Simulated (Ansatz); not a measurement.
The calculation used Ansatz 0.2.0, DFT PBE, scalar-relativistic, plane waves, PAW.

Plane waves to 420 eV, a k mesh through Γ of 14×14×14 on the computed 2-atom cell and Gaussian smearing (0.10 eV); no spin polarisation.

```xyz
2
Lattice="0.0000 3.1486 5.0507 1.8300 0.0000 5.0507 1.8300 3.1486 0.0000" Properties=species:S:1:pos:R:3 pbc="T T T"
Pb    1.8300    0.9015    5.0507
Pb    1.8300    5.3957    5.0507
```

Task: Is this geometry at equilibrium? Which atom feels the largest force?

Result: It isn't. Atom 1 (Pb) feels (0.00, 46.31, 0.00) eV/Å, 46.314 eV/Å in size, and symmetry-related atoms feel the same size.

Task: Give all forces and the stress.

Result:
```tsv
atom	Fx	Fy	Fz
Pb1	0.000	46.314	0.000
Pb2	0.000	-46.314	0.000
```
Stress (GPa, compression positive):
```
117.09   0.00   0.00
  0.00 378.28   0.00
  0.00   0.00  -0.63
```

Spin–orbit coupling is left out, which can shift energies with elements as heavy as these. Some atoms are far too close here, so the PAW spheres overlap strongly and the numbers are rough.

This form isn't the element's structure at ambient conditions.